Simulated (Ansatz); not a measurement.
# What spin–orbit coupling does to the bands of Rb

```xyz
1
Lattice="-2.8060 2.8060 2.8060 2.8060 -2.8060 2.8060 2.8060 2.8060 -2.8060" Properties=species:S:1:pos:R:3 pbc="T T T"
Rb    0.0000    0.0000    0.0000
```

Conventional cell: a = 5.612 Å, b = 5.612 Å, c = 5.612 Å, α = 90.00°, β = 90.00°, γ = 90.00°.

Structure: COD 9012874, as refined from experiment and not relaxed.

Methods: DFT, PBE, all-electron LAPW, scalar-relativistic (Ansatz 0.2.0); DFT, PBE, all-electron LAPW, Dirac equation with spin-orbit coupling (Ansatz 0.2.0).

Numerical set-up: a Γ-centred 8×8×8 k mesh, Fermi–Dirac smearing of 0.05 eV, basis error target 1 meV/atom, no spin polarisation.

Levels between -6 and 2 eV, each run counted from its own valence-band top where it has a gap, else its Fermi level. Scalar levels are listed once for both spins; with the coupling every spinor state is counted. Levels near the edges of the range can cross them.

(1) At P (0.250, 0.250, 0.250) the scalar-relativistic levels are 1.28 (×3). What are they with spin–orbit coupling?

Answers

(1) 1.24 (×2), 1.31 (×4).
